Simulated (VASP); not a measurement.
BAs: dielectric tensor with LDA

Crystal: BAs.

```xyz
2
Lattice="0.0000 2.3711 2.3711 2.3711 0.0000 2.3711 2.3711 2.3711 0.0000" Properties=species:S:1:pos:R:3 pbc="T T T"
B     0.0000    0.0000    0.0000
As    1.1856    1.1856    1.1856
```

* Program: VASP 6.6.1
* Task: dielectric tensor
* Functional: LDA
* Potentials or basis: VASP PAW LDA potentials, release 64 (B, As)
* Cutoff: 600 eV
* k mesh: 16 × 16 × 16
* Occupations: gaussian, width 0.03 eV
* Spin: no spin polarisation
* Monkhorst-Pack mesh: yes
* Further INCAR settings: ALGO = Normal; EDIFF = 1e-08

```
Electronic dielectric tensor (diagonal) : 9.64
Born charges (mean of the diagonal)     : B -0.56; As +0.56 e
```

Levels at points of the mesh, in eV from the valence-band top:
```tsv
k point	band 2	band 3	band 4	band 5	band 6	band 7
(0.03, 0.03, 0.03)	-0.14	0.00	0.00	3.36	3.36	3.36
```

Electronic dielectric tensor:
```
9.64 0.00 0.00
0.00 9.64 0.00
0.00 0.00 9.64
```

Born effective charge tensors (e):
atom 1, B
```
-0.56  0.00  0.00
 0.00 -0.56  0.00
 0.00  0.00 -0.56
```
atom 2, As
```
0.56 0.00 0.00
0.00 0.56 0.00
0.00 0.00 0.56
```

Wall time 16 min on 1 thread of Intel(R) Xeon(R) 6975P-C (Granite Rapids), with other jobs on the host, peak memory 1.4 GiB.
